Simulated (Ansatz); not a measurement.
# HfO2 (Fm-3m) under biaxial strain in the (001) plane, part 3 of 3

Aim: how do the optical modes of HfO2 (Fm-3m) shift and split under this strain?

Ansatz 0.2.0; DFT PBEsol, scalar-relativistic, plane waves, PAW; PAW set soft_1.

So far, mean high-frequency dielectric constant: step 5 (modes at rest) 5.38; step 7 (strain 4 %) 5.46.

## 8. Relaxation of a member: biaxial strain of -4 % in the (001) plane

The cell takes a biaxial strain of -4 % in the (001) plane. The strained lengths are held, while the rest of the cell and the atoms relax.

Input file input.yaml:

```yaml
crystal:
  lattice:
    - [0.0, 2.4213642751, 2.5538298891]
    - [2.4213642751, 0.0, 2.5538298891]
    - [2.4213642751, 2.4213642751, 0.0]
  atoms:
    - { symbol: O, position: [0.25, 0.25, 0.25] }
    - { symbol: O, position: [0.75, 0.75, 0.75] }
    - { symbol: Hf, position: [0.0, 0.0, 0.0] }
  conventional_axes: [[-1, 1, 1], [1, -1, 1], [1, 1, -1]]
kpoints:
  mp_grid: { grid: [8, 8, 8] }
hamiltonian:
  xc: pbesol
  pseudopotentials: { kind: paw, azcp: { folder: soft_1 }, xc_functional: pbe }
scf:
  occupations: { method: fixed }
output:
  forces: true
  stress: true
  eigenvalues: true
relax:
  adjacent_minimum: "off"
  f_tol: 0.001
  max_steps: 60
  cell: { stress_tol: 0.01, fix: [a, b, gamma] }
```

The run is started by

```bash
$ ansatz run input.yaml --threads 4 --pin off --max-ram 10240MiB --backend cpu --events-out ev --progress --plain --runs-dir out
```

Numbers of over 12 decimals in the logs are rounded to 6 here.

The program printed:

```text
[...]
Crystal: 3 atoms, lattice volume = 29.946 Å³
Basis set: ecut = 420 eV, 561 PW (Γ), exchange–correlation on 48×48×48 points (8 copies of the dense FFT grid, shifted against one another)
Bands: 23, of which v1, the nominal top of the filled ones, is band 19 counted from 1 (18 counted from 0)
Symmetry: 16 space group operations
[...]
k-points: 59 of 512
[...]
k-point 58: bands = [... 15 lower, 12.6137, 14.7315, 14.7315, 15.8871, 20.0612, 22.1046, 22.8639, 24.7721]
--- Relaxed structure (4 steps of the walk, 4 accepted, 2 SCFs on fresh bases) ---
[...]
cell:  # Å, volume = 30.0851 Å³
    - [0.0, 2.4213642751, 2.565670]
    - [2.4213642751, 0.0, 2.565670]
    - [2.4213642751, 2.4213642751, 0.0]
  atoms:
    - { symbol: O, position: [0.25, 0.25, 0.25] }
    - { symbol: O, position: [0.75, 0.75, 0.75] }
    - { symbol: Hf, position: [0, 0, 0] }
[key lines of the parts left out:]
SCF converged after 6 iterations
Free energy (F): -16725.627983 eV
Fermi energy:    16.528474 eV
P = ⅓ Tr σ = 19.6994 GPa (196.994 kbar)
```

Wall time 2.8 s (4 threads of Intel Xeon Platinum 8559C (Emerald Rapids), shared host); peak memory 0.41 GiB; 9.1 s of CPU time.

The steps of the relaxation:

```
step  energy less that of the first step (eV)  largest force component (eV/Å)  pressure (GPa)  volume (Å³)
   1                                   0.0000                          0.0000           21.29        29.95
   2                                  -0.0001                          0.0000           18.90        30.15
   3                                  -0.0007                          0.0000           19.69        30.08
  4*                                  -0.0015                          0.0000           19.73        30.08
   5                                  -0.0014                          0.0000           19.70        30.09
  6*                                  -0.0015                          0.0000           19.70        30.09
```

Relaxation steps marked * repeat the geometry before them on a plane-wave basis chosen anew for their cell, so energy and pressure can jump there.

The run keeps the 16 symmetry operations that it works with, so distortions that break them were not tested.

```
conventional cell, symmetrised  before  after  change
                         a (Å)   3.424  3.424  +0.0 %
                         b (Å)   3.424  3.424  +0.0 %
                         c (Å)   5.108  5.131  +0.5 %
              volume (Å³/atom)    9.98  10.03  +0.5 %
```

The relaxed structure:

```cif
data_structure
_symmetry_space_group_name_H-M 'P 1'
_symmetry_Int_Tables_number 1
_cell_length_a 3.5278
_cell_length_b 3.5278
_cell_length_c 3.4243
_cell_angle_alpha 60.966
_cell_angle_beta 60.966
_cell_angle_gamma 58.068
_cell_volume 30.09
loop_
_atom_site_label
_atom_site_type_symbol
_atom_site_fract_x
_atom_site_fract_y
_atom_site_fract_z
_atom_site_occupancy
O1 O 0.25000 0.25000 0.25000 1
O2 O 0.75000 0.75000 0.75000 1
Hf3 Hf 0.00000 0.00000 0.00000 1
```

Numbers from this step:

- pressure: 19.70 GPa
- gap on the k-mesh: 3.136 eV
- volume per atom: 10.03 Å³

The forces vanish by symmetry.

The cell grew by 0.5 % in volume.

## 9. Modes of this member: biaxial strain of -4 % in the (001) plane

The zone-centre modes follow for biaxial strain of -4 % in the (001) plane, with the response to a field.

input.yaml, the sections that differ from step 8:

```yaml
crystal:
  lattice:
    - [0.0, 2.4213642751, 2.5656703788]
    - [2.4213642751, 0.0, 2.5656703788]
    - [2.4213642751, 2.4213642751, 0.0]
  atoms:
    - { symbol: O, position: [0.25, 0.25, 0.25] }
    - { symbol: O, position: [0.75, 0.75, 0.75] }
    - { symbol: Hf, position: [0.0, 0.0, 0.0] }
output:
  eigenvalues: true
phonons:
  method: dfpt
  dielectric: true
  rigid_motions: translations
# kpoints, hamiltonian, scf: as in step 8
# relax: removed
```

The program printed:

```text
[...]
Crystal: 3 atoms, lattice volume = 30.085 Å³
Basis set: ecut = 420 eV, 569 PW (Γ), exchange–correlation on 48×48×48 points (8 copies of the dense FFT grid, shifted against one another)
Bands: 23, of which v1, the nominal top of the filled ones, is band 19 counted from 1 (18 counted from 0)
Symmetry: 16 space group operations
k-points: 260 of 512 (irreducible under 1 space group operation, time reversal used)
[...]
optical modes at Γ + LO–TO along q̂ = [1.0000, 0.0000, 0.0000]:
      ω (cm⁻¹)  modes    IR ((D/Å)²/amu)
[...]
optical modes at Γ + LO–TO along q̂ = [0.0000, 1.0000, 0.0000]:
      ω (cm⁻¹)  modes    IR ((D/Å)²/amu)
[...]
optical modes at Γ + LO–TO along q̂ = [0.0000, 0.0000, 1.0000]:
      ω (cm⁻¹)  modes    IR ((D/Å)²/amu)
        295.29      2            50.8176
        570.44      1             0.0000
        667.72      2             0.0000
        673.56      1            29.5614
[key lines of the parts left out:]
SCF converged after 9 iterations
Free energy (F): -16725.627983 eV
Fermi energy:    16.528475 eV
```

The job ended after 36 s (4 threads; peak memory 1.2 GiB; 2.2 min of CPU time).

This step gave:

```
sum-rule residual before enforcement                    : 6.53e-5 eV/Å²
miss of the charge sum rule                             : 8.91e-4 e
estimated error of the dielectric tensor                : 0.01451
estimated error of the Born charges                     : 0.02791 e
highest optical mode at the zone centre (no LO-TO term) : 667.7 cm⁻¹
lowest optical zone-centre mode                         : 293.1 cm⁻¹
mean high-frequency dielectric constant                 : 5.409
largest Born charge (third of the trace)                : 5.610 e
mean static dielectric constant                         : 27.32
top of the zone-centre spectrum with the field          : 673.6 cm⁻¹
```

Without the LO-TO term. Patterns of degenerate modes are one choice out of their space. Modes at Γ, with each element's share of the kinetic energy:

```
mode  frequency (cm⁻¹)  symmetry  O %  Hf %
   1               0.0  acoustic   15    85
   2               0.0  acoustic   15    85
   3               0.0  acoustic   15    85
   4             293.1       A2u   85    15
   5             295.3        Eu   85    15
   6             295.3        Eu   85    15
   7             570.4       B1g  100     0
   8             667.7        Eg  100     0
   9             667.7        Eg  100     0
```

Transverse modes. Lines of the infrared spectrum (strongest = 100):

```
position (cm⁻¹)  label  relative intensity
            293    A2u                  58
            295     Eu                 100
            570    B1g                 0.0
            668     Eg                 0.0
```

Without the LO-TO term the lowest optical mode is real, 293 cm⁻¹, and the highest lies at 667.7 cm⁻¹.

## 10. The series together

The members are set side by side, also those not shown above.

Stress is positive in compression; energies are extrapolated to zero smearing, and E0 is that at rest; the axis is the normal of the plane; the edges not held and the atoms are relaxed in each cell. State of the crystal along the series:

```
strain (%)  in-plane stress (GPa)  free strain along [001] (%)  E - E0 (meV/atom)  gap on mesh (eV)  ε∞ along the axis  ε∞ across the axis, mean  ε0 along the axis  ε0 across the axis, mean  largest Born charge in size, a third of the trace (e)  top mode with the field, highest of q along x, y and z (cm⁻¹)
        -4                  29.55                        1.721              74.22             3.136              5.698                     5.265               30.1                     25.92                                                   5.61                                                          673.6
        -3                  21.42                        1.252              40.97             3.356                5.6                     5.284              31.22                     27.66                                                  5.595                                                          659.6
        -2                   13.8                       0.8086              17.86             3.542              5.516                      5.31              32.64                     29.89                                                  5.582                                                          645.4
        -1                  6.664                       0.3915              4.379             3.663              5.443                     5.342              34.43                     32.81                                                  5.571                                                          631.2
         0               0.001677                            0                  0             3.688               5.38                      5.38               36.7                      36.7                                                  5.563                                                          617.2
         1                  -6.22                      -0.3639              4.214             3.546              5.325                     5.422              39.55                        42                                                  5.557                                                          606.5
         2                 -12.01                      -0.7026              16.57             3.392               5.28                     5.469              43.17                      49.6                                                  5.553                                                          595.5
         3                  -17.4                       -1.016              36.55             3.209              5.244                     5.521              47.88                     61.26                                                  5.551                                                          584.2
         4                 -22.41                       -1.304              63.79             3.018              5.215                     5.578              54.13                     81.46                                                  5.551                                                          583.5
```

Without the LO-TO term; optical modes are counted from below at rest and tracked from member to member by their patterns, and modes that stay within 0.3 cm⁻¹ of each other stand once; labels, where given, are those at rest, then, where named, those of the strained cell; the edges not held and the atoms are relaxed in each cell. Optical modes along the series:

```
strain (%)  optical mode 1 T1u to Eu pair part (cm⁻¹)  optical mode 2 T1u to A2u single part (cm⁻¹)  optical mode 3 T2g to Eg pair part (cm⁻¹)  optical mode 4 T2g single part (cm⁻¹)
        -4                                      295.3                                         293.1                                      667.7                                  570.4
        -3                                      282.6                                         279.3                                        646                                  573.8
        -2                                      268.6                                         265.3                                      624.1                                  576.5
        -1                                      253.2                                           251                                      602.3                                  578.6
         0                                      236.3                                         236.3                                      580.2                                  580.2
         1                                      217.9                                         221.4                                      558.2                                  581.5
         2                                      197.8                                         206.2                                      535.9                                  582.4
         3                                      175.4                                         190.6                                      513.5                                  583.1
         4                                      149.8                                         174.6                                      490.9                                  583.5
```

Value and slope at zero strain of a cubic (a lower polynomial where under five rows exist) through the rows within 2 % of rest. Slopes at rest:

```
                                 mode  frequency (cm⁻¹)  shift per percent of strain (cm⁻¹)  shift per GPa of compressive stress (cm⁻¹)
   optical mode 1 T1u to Eu pair part             236.3                              -17.59                                        2.73
optical mode 2 T1u to A2u single part             236.3                               -14.8                                         2.3
   optical mode 3 T2g to Eg pair part             580.3                              -22.05                                        3.42
       optical mode 4 T2g single part             580.3                                1.43                                       -0.22
```

## 11. Outcome

```json
{
 "members": "9",
 "highest optical mode at the zone centre (no LO-TO term), at rest": "580.2 cm⁻¹",
 "biaxial modulus in the (001) plane": "644 GPa",
 "optical mode 1 T1u to Eu pair part, shift per percent": "-17.59 cm⁻¹",
 "optical mode 2 T1u to A2u single part, shift per percent": "-14.80 cm⁻¹",
 "optical mode 3 T2g to Eg pair part, shift per percent": "-22.05 cm⁻¹",
 "optical mode 4 T2g single part, shift per percent": "1.43 cm⁻¹"
}
```

What this shows: The stress changes by 6.44 GPa for each percent, a biaxial modulus of 644 GPa in the (001) plane. For each percent the free edge responds with -0.38 %. The strain lowers the symmetry: the level at 580.2 cm⁻¹ splits, into 667.7 and 570.4 cm⁻¹ at -4 %. Within 2 % of rest optical mode 4 T2g single part bends away from a straight line, so a single slope holds only near rest. The fastest shift in the table of slopes is -22.1 cm⁻¹ for each percent (optical mode 3 T2g to Eg pair part), or 3.4 cm⁻¹ for each GPa of compressive stress. For small strain, the measured shift of a line that Raman or infrared light can see, divided by its slope, estimates the stress, if the state of stress is of this kind. For infrared-active modes these slopes hold for the transverse lines; longitudinal ones carry the field and shift otherwise. These are harmonic frequencies at zero temperature: anharmonic shifts, linewidths and thermal expansion are left out. Spin-orbit coupling is left out, which can matter for the heavy elements here. The PAW files were made for PBE; the program adapts parts of them to the functional of the run, but their partial waves stay those of PBE, an approximation that was not tested in this session. Only the zone centre was solved, so an instability at another wavevector cannot show here. The cubic phase of this oxide is a high-temperature one, known to be unstable at zero temperature to an oxygen mode at X.

[Logs are printed without paths, hosts, clocks, repeated set-up lines and the standing remarks that a program may print on its own settings, such as how far it seeks lower states.]

[Hosts, paths, dates, database ids (printed as entryN), source tags and the programs' standing remarks are cut or masked in the printed files.]
